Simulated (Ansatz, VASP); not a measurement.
**Two plane-wave programs on WS2**

Contents of INCAR:

```
SYSTEM = WS2
PREC     = Accurate       ! precision mode
ENCUT    = 520            ! plane-wave cutoff, eV
EDIFF    = 1E-6           ! SCF threshold, eV
ISMEAR   = 0              ! smearing method
SIGMA    = 0.05           ! smearing width, eV
LREAL    = .False.        ! projectors in reciprocal space
LASPH    = .True.         ! aspherical terms in the spheres
NELM     = 60             ! most SCF steps
ALGO     = Normal         ! electronic algorithm
ISIF     = 2              ! what is computed and relaxed
LWAVE    = .False.        ! write WAVECAR
LCHARG   = .True.         ! write CHGCAR
ISPIN    = 2              ! spin polarisation
MAGMOM   = 0 0 0          ! initial moments
LORBIT   = 11             ! projections on sites
LMAXMIX  = 4              ! l up to which the mixer works
LDAU     = .True.         ! DFT+U
LDAUTYPE = 2            
LDAUL    = 2 -1           ! shell
LDAUU    = 4 0            ! U, eV
LDAUJ    = 0 0          
LDAUPRINT= 1            
GGA      = PE             ! functional
LELF     = .True.         ! ELF
LVHAR    = .True.
```

KPOINTS

```
regular mesh
0
Gamma
  6 6 6
  0 0 0
```

POSCAR

```
WS2
1.0
    0.0000000000      3.0079352200      3.0079352200
    3.0079352200      0.0000000000      3.0079352200
    3.0079352200      3.0079352200      0.0000000000
W S
1 2
Direct
    0.0000000000      0.0000000000      0.0000000000
    0.2500000000      0.2500000000      0.2500000000
    0.7500000000      0.7500000000      0.7500000000
```

File input.yaml:

```yaml
crystal:
  lattice:
    - [0.0, 3.00793522, 3.00793522]
    - [3.00793522, 0.0, 3.00793522]
    - [3.00793522, 3.00793522, 0.0]
  atoms:
    - { symbol: W, position: [0.0, 0.0, 0.0] }
    - { symbol: S, position: [0.25, 0.25, 0.25] }
    - { symbol: S, position: [0.75, 0.75, 0.75] }
hamiltonian:
  xc: pbe
  pseudopotentials: { kind: paw }
  hubbard: { sites: [{ species: W, l: d, u_eff: 4.0 }] }
magnetization:
  spin_polarized: true
kpoints:
  mp_grid: { grid: [6, 6, 6] }
scf:
  occupations: { method: gaussian, width: 0.05 }
output:
  forces: true
  stress: true
  eigenvalues: true
```

Measurements of this composition are mostly on another form, of space group No. 194.

Alike in both runs: task single point; functional PBE; k mesh 6 × 6 × 6; occupations gaussian, width 0.05 eV; collinear spin, zero start; Hubbard terms W d U = 4 eV.

|  | VASP | Ansatz |
| --- | --- | --- |
| version | VASP 6.6.1 | Ansatz 0.2.0 |
| potentials or method | VASP PAW PBE potentials, release 64 (W_sv, S) | Ansatz PAW |
| plane-wave cutoff (eV) | 520 | 420 |
| valence electrons in the cell | 26 | 26 |

```csv
,VASP,Ansatz,Ansatz less VASP
gap on the k mesh at the Fermi level (eV),none,none,-
pressure (GPa),-6.5,0.1,+6.54
net moment per atom (μB),0.00,0.66,+0.659
size of the moment on the site where the two differ most (μB),0.00,1.55,+1.552
```

The net moments differ so much that the two runs ended in different magnetic states, which moves the other rows too. Site moments also hang on the region over which each program counts them. The programs project onto different local orbitals, so the same U acts differently. A gap of «none» marks a metal or a gap that the smearing closes.

Caveats: the magnetic or orbital state may not be the lowest (Ansatz). The runs have no spin-orbit coupling, so splittings on W are missing.
